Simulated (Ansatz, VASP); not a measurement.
## Two plane-wave programs on BAs

```
CELL_PARAMETERS angstrom
0.00000 2.40441 2.40441
2.40441 0.00000 2.40441
2.40441 2.40441 0.00000
ATOMIC_POSITIONS crystal
B 0.00000 0.00000 0.00000
As 0.75000 0.75000 0.75000
```

Alike in both runs: task single point; functional PBE; k mesh 10 × 10 × 10; occupations gaussian, width 0.05 eV; no spin polarisation.

|  | VASP | Ansatz |
| --- | --- | --- |
| version | VASP 6.6.1 | Ansatz 0.2.0 |
| potentials or method | VASP PAW PBE potentials, release 64 (B, As) | scalar-relativistic, plane waves, PAW |
| plane-wave cutoff (eV) | 520 | 420 |
| valence electrons in the cell | 8 | 18 |

|  | VASP | Ansatz | Ansatz less VASP |
| --- | --- | --- | --- |
| gap on the k mesh at the Fermi level (eV) | 1.20 | 1.20 | +0.008 |
| least direct gap on the mesh (eV) | 3.25 | 3.26 | +0.004 |
| pressure (GPa) | 0.6 | 0.0 | -0.60 |

The two sets of potentials don't hold the same shells in valence.

A k mesh can miss the band edges. As with any semilocal functional, this PBE gap is likely too small.
